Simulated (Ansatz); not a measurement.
Crystal: HfO2.

```
Hf O
1.0
     4.81353    0.00000    0.00000
     0.00000    4.81353    0.00000
     0.00000    0.00000    3.20542
Hf O
2 4
Direct
  0.50000 0.50000 0.50000
  0.00000 0.00000 0.00000
  0.80504 0.19496 0.50000
  0.69496 0.69496 0.00000
  0.30504 0.30504 0.00000
  0.19496 0.80504 0.50000
```

Measurements of this composition are mostly on another form, of space group No. 14.

```yaml
Program: Ansatz 0.2.0
Task: relaxation of cell and atoms
Functional: BLYP
Dispersion: D3(BJ)
Potentials_or_basis: Ansatz PAW
Cutoff: "420 eV (not typed: the program's choice for these potentials)"
k_mesh: 6 × 6 × 8
Occupations: fermi-dirac, width 0.05 eV
Spin: no spin polarisation
```

At the start: volume 12.38 Å³/atom.

**Question.** How do energy, volume and symmetry change on relaxing?

**Answer.** It ends after 7 steps and the volume is 12.77 Å³/atom (+3.2 %); space group P4_2/mnm (No. 136, to 0.05 Å).

The path:
```tsv
step	energy change (eV)	largest force (eV/Å)	volume (Å³)
1	0.0000	0.1597	74.27
2	-0.0344	0.0122	77.04
3	-0.0393	0.0139	76.55
4	-0.0394	0.0071	76.53
5	-0.0538	0.0075	76.53
6	-0.0533	0.0002	76.64
7	-0.0539	0.0000	76.64
```

Final structure:
```
Hf O
1.0
     4.86525    0.00000    0.00000
     0.00000    4.86525    0.00000
     0.00000    0.00000    3.23765
Hf O
2 4
Direct
  0.50000 0.50000 0.50000
  0.00000 0.00000 0.00000
  0.80466 0.19534 0.50000
  0.69534 0.69534 0.00000
  0.30466 0.30466 0.00000
  0.19534 0.80466 0.50000
```

Caveat: the plane-wave basis is chosen anew once the cell has moved, so the energies of steps on either side of that aren't comparable; the pressure holds a Pulay correction of +0.9 GPa for the finite cutoff; the PAW data sets come from PBE, with cores solved anew for the run's functional, which leaves a small shift of forces and pressure.
